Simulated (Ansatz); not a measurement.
Input of an Ansatz 0.2.0 run:

Contents of input.yaml:

```yaml
crystal:
  lattice:
    - [0.0, 2.22, 2.22]
    - [2.22, 0.0, 2.22]
    - [2.22, 2.22, 0.0]
  atoms:
    - { symbol: Hf, position: [0.0, 0.0, 0.0] }
hamiltonian:
  xc: pbe
  pseudopotentials: { kind: paw }
kpoints:
  mp_grid: { grid: [10, 10, 10] }
scf:
  occupations: { method: gaussian, width: 0.022 }
output:
  forces: true
  stress: true
  eigenvalues: true
```

Potentials or basis: Ansatz PAW.

Launch:

```sh
$ ansatz run input.yaml --threads 2 --pin off --max-ram 5632MiB --backend cpu --events-out ev --progress --plain --runs-dir out
```

(1) Estimate the band gap on the k mesh.

(2) Predict the pressure.

Answers

(1) none (metal or under the smearing width).

(2) 2.9 GPa.
